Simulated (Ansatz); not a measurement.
Li under changes of volume

One of the cells (21.609 Å³/atom); the others are scaled copies at fixed shape and fractional positions:

```
CELL_PARAMETERS angstrom
-1.75465 1.75465 1.75465
1.75465 -1.75465 1.75465
1.75465 1.75465 -1.75465
ATOMIC_POSITIONS crystal
Li 0.00000 0.00000 0.00000
```

```yaml
Program: Ansatz 0.2.0
Functional: PBE
Potentials_or_basis: Ansatz NC
Cutoff: "1034 eV (not typed: the program's choice for these potentials)"
k_mesh: 11 × 11 × 11
Occupations: fermi-dirac, width 0.05 eV
Spin: no spin polarisation
```

```csv
volume (Å³/atom),energy over the lowest point (meV/atom),pressure (GPa)
20.312,0.00,0.0
20.744,0.49,-0.3
21.177,1.71,-0.6
21.609,?,?
22.041,6.05,-1.0
22.473,9.08,-1.2
22.905,12.60,-1.4
```

**Question.** What does the run at 21.609 Å³/atom give?

**Answer.** Energy over the lowest point 3.58 meV/atom; pressure -0.8 GPa.

Worked out: A Birch-Murnaghan fit of order 3 (a polynomial in V^(-2/3)) to the other rows has its minimum at 20.25 Å³/atom, just outside them, with B0 = V·E''(V) = 13.9 GPa and B' = 3.3. It gives 3.58 meV/atom at 21.609 Å³/atom, against the run's 3.58, and -dE/dV = -0.8 GPa, against -0.8.

Energies are extrapolated to zero smearing.
